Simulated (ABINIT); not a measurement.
Crystal: Ti.

```xyz
1
Lattice="0.0000 2.0300 2.0300 2.0300 0.0000 2.0300 2.0300 2.0300 0.0000" Properties=species:S:1:pos:R:3 pbc="T T T"
Ti    0.0000    0.0000    0.0000
```

This isn't the form of Ti at room conditions, which is hcp.

* Program: ABINIT 10.8.3 (patched build)
* Task: single point
* Functional: PBEsol
* Potentials or basis: PseudoDojo NC SR PBEsol v0.4.1 standard
* Cutoff: 1143 eV
* k mesh: 11 × 11 × 11
* Occupations: fermi-dirac, width 0.05 eV
* Spin: no spin polarisation

On this cell: pressure -0.5 GPa; band gap on the k mesh none (metal or under the smearing width).

The same run follows on a disturbed copy (cell strained at random at fixed volume):

```xyz
1
Lattice="0.0218 1.9987 2.0313 2.0065 0.0030 2.0501 2.0395 2.0505 -0.0301" Properties=species:S:1:pos:R:3 pbc="T T T"
Ti    0.0208   -0.0177   -0.0242
```

Question: What does the disturbed cell give?

Answer: The energy (extrapolated to zero smearing) moves by +5.7 meV/atom; pressure -0.4 GPa; band gap on the k mesh none (metal or under the smearing width).

Stress tensor (GPa, compression positive):
```
 0.19 -1.80  0.17
-1.80 -0.05  1.48
 0.17  1.48 -1.23
```
